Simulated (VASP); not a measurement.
# TePt (spin): single point with PBEsol+D3(BJ)

The system is TePt (spin).

```xyz
4
Lattice="1.9620 1.1328 6.3869 -1.9620 1.1328 6.3869 0.0000 -2.2656 6.3869" Properties=species:S:1:pos:R:3 pbc="T T T"
Te    0.0000    0.0000   11.5313
Te    0.0000    0.0000    7.6292
Pt    0.0000    0.0000   16.6854
Pt    0.0000    0.0000    2.4751
```

- Program: VASP 6.6.1
- Task: single point
- Functional: PBEsol
- Dispersion: D3(BJ)
- Potentials or basis: VASP PAW PBE potentials, release 64 (Te, Pt)
- Cutoff: 520 eV
- k mesh: 12 × 12 × 12
- Occupations: gaussian, width 0.1 eV
- Spin: no spin polarisation
- Dipole correction: no
- Further INCAR settings: ALGO = Fast; EDIFF = 1e-06; NBANDS = 24

| Item | Value |
| --- | --- |
| Pressure | -0.1 GPa |
| Largest force | 0.009 eV/Å |
| Band gap on the k mesh | none (metal or under the smearing width) |
| Dispersion energy per atom | -0.586 eV |

Forces on the atoms (eV/Å):
```
Te   0.000  0.000 -0.009
Te   0.000  0.000  0.009
Pt   0.000  0.000 -0.002
Pt   0.000  0.000  0.002
```

Levels at points of the mesh, in eV from the Fermi level:
| k point | band 13 | band 14 | band 15 | band 16 | band 17 | band 18 | band 19 | band 20 |
| --- | --- | --- | --- | --- | --- | --- | --- | --- |
| (0.00, 0.00, 0.00) | -1.75 | 0.47 | 0.47 | 1.08 | 1.40 | 3.05 | 3.05 | 4.74 |
| (0.50, 0.00, 0.00) | -2.54 | -2.03 | -1.87 | -0.97 | 0.36 | 1.17 | 2.08 | 4.00 |
| (0.50, 0.50, 0.00) | -2.51 | -2.00 | -1.76 | -1.45 | -1.09 | 2.85 | 4.28 | 4.94 |
| (0.50, 0.50, 0.50) | -1.70 | -1.68 | 1.32 | 1.32 | 1.73 | 1.73 | 3.78 | 4.49 |

Run time: 16 min on 1 thread of Intel(R) Xeon(R) Platinum 8488C (Sapphire Rapids), on a shared host, peak memory 0.6 GiB.

Caveat: the PAW data sets were made with another functional, which shifts forces and pressure a little; pairwise dispersion overbinds metals, which lowers pressure and volume. Spin-orbit coupling is left out, which matters for the levels of Pt, Te.
